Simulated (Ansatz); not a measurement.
## Ba4ZrO6: a ladder of calculations

Cell of run 1: a Materials Project structure (computed, not necessarily an observed phase).

```cif
data_Ba4ZrO6
_symmetry_space_group_name_H-M 'R-3c:H'
_symmetry_Int_Tables_number 167
_cell_length_a 10.5526
_cell_length_b 10.5526
_cell_length_c 13.0670
_cell_angle_alpha 90.000
_cell_angle_beta 90.000
_cell_angle_gamma 120.000
loop_
_atom_site_label
_atom_site_type_symbol
_atom_site_symmetry_multiplicity
_atom_site_Wyckoff_symbol
_atom_site_fract_x
_atom_site_fract_y
_atom_site_fract_z
Ba1 Ba 18 e 0.6974 0.6667 0.4167
Ba4 Ba 6 a 0.0000 0.0000 0.2500
Zr Zr 6 b 0.0000 0.0000 0.5000
O O 36 f 0.4877 0.6443 0.5699
```

One atom of each set is listed; the run and its k-mesh use a cell of 22 atoms with edges of 7.49, 7.49, 7.49 Å.

All runs are DFT with Ansatz 0.2.0 (plane waves and PAW, scalar-relativistic unless spin–orbit coupling is named, Γ-centred meshes, Fermi–Dirac smearing where given) in this cell.

Run 1: PBE, atoms as given; 420 eV, 3×3×3 k-points, smearing 0.02 eV.
Run 2: r2SCAN, atoms as given; 500 eV, 3×3×3 k-points, smearing 0.02 eV.
Run 3: PBE with spin–orbit coupling, atoms as given; 420 eV, 3×3×3 k-points, smearing 0.02 eV.

```
run   Ba1 V_zz (η)  Ba4 V_zz (η)   Zr V_zz (η)    O V_zz (η)
  1  -12.42 (0.24)  -33.9 (0.00)  -0.44 (0.00)  -0.95 (0.97)
  2  -12.86 (0.23)  -35.1 (0.00)  -0.22 (0.00)  -1.02 (0.87)
  3              ?             ?             ?             ?
```

V_zz in 10²¹ V/m².

(1) Estimate the row of run 3.

Answers

(1) Ba1: -12.45 (0.24); Ba4: -34.0 (0.00); Zr: -0.44 (0.00); O: -0.94 (0.97). It lies nearest to run 1, from whose tensors on these sites it differs by 0.08 at most (largest principal value of the difference, on Ba4). Taken one at a time, the functional (r2SCAN with its higher cutoff) moves the tensors on these sites by up to 1.21 (largest principal value of the change, on Ba4), spin–orbit coupling by 0.08 (Ba4).

In run 2 the atoms aren't at the calculated equilibrium (largest force 0.35 eV/Å).
